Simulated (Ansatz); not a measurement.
# MgF2: the cost of one run

Method: DFT PBE, scalar-relativistic, plane waves, PAW, in Ansatz 0.2.0.

1 further run of the same task is left out (set aside as unsound or not needed).

### Step 1. The starting structure

The structure is tetragonal, space group P4_2/mnm (No. 136). The conventional cell has a = 4.698 Å, b = 4.698 Å, c = 3.093 Å, α = 90.00°, β = 90.00°, γ = 90.00°. Mg (site symmetry mmm) is surrounded by 6 F at 2.02 Å. F (site symmetry m2m) has 3 Mg at 2.02 Å as nearest neighbours.

As a file:

```xyz
6
Lattice="4.6976 0.0000 0.0000 0.0000 4.6976 0.0000 0.0000 0.0000 3.0931" Properties=species:S:1:pos:R:3 pbc="T T T"
Mg    0.0000    0.0000    0.0000
Mg    2.3488    2.3488    1.5465
F     1.4260    1.4260    0.0000
F     0.9228    3.7748    1.5465
F     3.2716    3.2716    0.0000
F     3.7748    0.9228    1.5465
```

This cell was relaxed beforehand with the same method: volume 11.38 Å³/atom, gap on the mesh 6.84 eV.

### Step 2. Bands, states and charges

Contents of input.yaml:

```yaml
crystal:
  lattice:
    - [4.6975999539, 0.0, 0.0]
    - [0.0, 4.6975999539, 0.0]
    - [0.0, 0.0, 3.0930660812]
  atoms:
    - { symbol: Mg, position: [0.0, 0.0, 0.0] }
    - { symbol: Mg, position: [0.5, 0.5, 0.5] }
    - { symbol: F, position: [0.303564455, 0.303564455, 0.0] }
    - { symbol: F, position: [0.196435545, 0.803564455, 0.5] }
    - { symbol: F, position: [0.696435545, 0.696435545, 0.0] }
    - { symbol: F, position: [0.803564455, 0.196435545, 0.5] }
basis:
  ecutwfc: 420
kpoints:
  mp_grid: { grid: [6, 6, 8] }
  band_path:
    path:
      - [[0.0, 0.0, 0.0], [0.0, 0.5, 0.0], [0.5, 0.5, 0.0], [0.0, 0.0, 0.0], [0.0, 0.0, 0.5], [0.0, 0.5, 0.5], [0.5, 0.5, 0.5], [0.0, 0.0, 0.5]]
      - [[0.0, 0.5, 0.0], [0.0, 0.5, 0.5]]
      - [[0.5, 0.5, 0.0], [0.5, 0.5, 0.5]]
    npoints: 14
hamiltonian:
  xc: pbe
scf:
  occupations: { method: gaussian, width: 0.02 }
  n_extra_bands: 15
output:
  forces: true
  stress: true
  eigenvalues: true
  populations: true
  dos: { projected: true, de: 0.02, nscf_kmesh: { grid: [9, 9, 12] } }
  bader: true
  write_density: true
  write_potential: true
  elf: true
  volumetric_format: npy
```

Started as:

```console
ansatz run input.yaml --threads 2 --pin off --max-ram 5120MiB --backend cpu --events-out ev --progress --plain --runs-dir out
```

What time and memory should one allow on 2 threads of AMD EPYC 7R43 (Zen 3), shared host?

About 42 s, with a peak of 0.5 GiB.
